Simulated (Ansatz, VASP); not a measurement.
# SiC: VASP beside Ansatz

```
Si C
1.0
     0.00000    2.09849    2.09849
     2.09849    0.00000    2.09849
     2.09849    2.09849    0.00000
Si C
1 1
Cartesian
  0.0000 0.0000 0.0000
  3.1477 3.1477 3.1477
```

Alike in both runs: task single point; functional PBE; k mesh 12 × 12 × 12; occupations gaussian, width 0.05 eV; no spin polarisation.

|  | VASP | Ansatz |
| --- | --- | --- |
| version | VASP 6.6.1 | Ansatz 0.2.0 |
| potentials or method | VASP PAW PBE potentials, release 64 (Si, C) | scalar-relativistic, plane waves, PAW |
| plane-wave cutoff (eV) | 520 | 520 |
| valence electrons in the cell | 8 | 8 |

Ansatz gave:

- gap on the k mesh at the Fermi level (eV): 1.25
- least direct gap on the mesh (eV): 4.66

Problem. Estimate VASP's values.

Solution. gap on the k mesh at the Fermi level (eV): 1.24; least direct gap on the mesh (eV): 4.64.

 A k mesh can miss the band edges.
